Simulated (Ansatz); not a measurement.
Zincblende BeTe, relaxed with r2SCAN in Ansatz: the symmetry is F-43m (No. 216, cubic); a = 5.657 Å in the conventional setting, 22.63 Å³ an atom. Be has 4 Te at 2.45 Å; Te has 4 Be at 2.45 Å. It was then strained (isotropic on every length). Unstrained, HSE06 gives 2.695 eV (Γ → X, 6×6×6 mesh), and the band edges keep their places in every row. Stress is positive in compression. (Simulation; spin polarisation is off.)

```csv
strain (%),ln(V/V₀),"ΔE_g, HSE06 (eV)","Δpressure, r2SCAN (GPa)"
-3.34,-0.1019,-0.276,+7.38
-1.0,-0.0302,-0.077,+1.90
-0.5,-0.0150,-0.038,+0.92
+3.13,+0.0925,+0.212,-4.57
```

(1) Fit ΔE_g = a x + b x² to these rows by least squares, with x = ln(V/V₀).

(2) Fit the change of pressure in the same way.

(3) Predict the withheld row at +0.5 % (x = +0.0150).

Results:

(1) The normal equations take Σx² = 2.008e-02, Σx³ = -2.976e-04, Σx⁴ = 1.819e-04, ΣxΔE = 5.063e-02 and Σx²ΔE = -1.131e-03, and give a = +2.49 eV, b = -2.1 eV; the largest residual is 0.000 eV. a is the volume deformation potential of this gap.

(2) Δpressure = -60.3 x + (118) x² GPa. So B₀ = 60.3 GPa and B′ ≈ 2 × 118/60.3 = 3.9; two terms over so wide a range bias B₀ by a few per cent and B′ by more; the gap's pressure coefficient at zero is −a/B₀ = -41 meV/GPa, with HSE06's a and r2SCAN's B₀.

(3) ΔE_g ≈ +2.49 × (+0.0150) + (-2.1) × (+0.0150)² = +0.037 eV, and Δpressure ≈ -0.88 GPa. The runs give +0.037 eV and -0.86 GPa, off by 0.000 eV and +0.02 GPa.

Spin-orbit coupling is left out, which matters wherever the heavy atoms make up the band edges.

The meshes of the hybrids are coarse, so their gaps aren't converged to the digits shown.
